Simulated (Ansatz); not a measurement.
**SnO2: the cell at several levels of theory**

The task here is to estimate one member of a computed series from the others.

The runs shown are made with Ansatz 0.2.0. PAW datasets, plane waves, zero pressure. The calculation is spin-unpolarised, and the structure need not be a phase that has been made.

### The structure to begin with

This is the cell as the run starts from it, not yet at rest; its lengths are not the crystal's.

Space group I4_1/amd (No. 141), tetragonal; a = 3.979 Å, c = 9.987 Å in the conventional setting, 13.18 Å³ an atom. Around Sn lie 6 O at 2.03–2.08 Å; around O lie 3 Sn at 2.03–2.08 Å.

As a file:

```cif
data_structure
_symmetry_space_group_name_H-M 'P 1'
_symmetry_Int_Tables_number 1
_cell_length_a 5.7316
_cell_length_b 5.7316
_cell_length_c 5.7316
_cell_angle_alpha 139.380
_cell_angle_beta 139.380
_cell_angle_gamma 58.797
_cell_volume 79.06
loop_
_atom_site_label
_atom_site_type_symbol
_atom_site_fract_x
_atom_site_fract_y
_atom_site_fract_z
_atom_site_occupancy
Sn1 Sn 0.75000 0.25000 0.50000 1
Sn2 Sn 0.00000 0.00000 0.00000 1
O1 O 0.54200 0.04200 0.50000 1
O2 O 0.79200 0.79200 0.00000 1
O3 O 0.20800 0.20800 0.00000 1
O4 O 0.95800 0.45800 0.50000 1
```

The first run:

Contents of input.yaml:

```yaml
crystal:
  lattice:
    - [-1.98944672, 1.98944672, 4.9935112672]
    - [1.98944672, -1.98944672, 4.9935112672]
    - [1.98944672, 1.98944672, -4.9935112672]
  atoms:
    - { symbol: Sn, position: [0.75, 0.25, 0.5] }
    - { symbol: Sn, position: [0.0, 0.0, 0.0] }
    - { symbol: O, position: [0.542, 0.042, 0.5] }
    - { symbol: O, position: [0.792, 0.792, 0.0] }
    - { symbol: O, position: [0.208, 0.208, 0.0] }
    - { symbol: O, position: [0.958, 0.458, 0.5] }
kpoints:
  mp_grid: { grid: [8, 8, 8] }
hamiltonian:
  xc: pbe
scf:
  occupations: { method: fermi_dirac, width: 0.02 }
relax:
  f_tol: 0.005
  cell: {}
output:
  write_density: true
  write_potential: true
  elf: true
  volumetric_format: npy
```

Started as:

```bash
> ansatz run input.yaml --threads 2 --pin off --max-ram 20275MiB --backend cpu --events-out ev --progress --plain --runs-dir out
```

Among the steps run: Relaxation with PBE; Relaxing with r2SCAN; PBEsol: cell and atoms; Relaxation with LDA.

One of the session's tables, all rows but one given; the rest of the session is left out.

```
 level  a (Å)   c (Å)  volume (Å³/atom)
   PBE  4.053  10.363            14.182
r2SCAN  3.999  10.203            13.598
PBEsol      ?       ?                 ?
   LDA  3.972  10.179            13.382
```

Q: Estimate the row for PBEsol from the others.

The run gave: a (Å): 4.012; c (Å): 10.249; volume (Å³/atom): 13.745. In the column «a (Å)» it lies between r2SCAN (3.999) and PBE (4.053).

LDA gives the smallest cell and PBE the largest; they differ by 6.0 % in volume, a mean of 2.0 % in length.
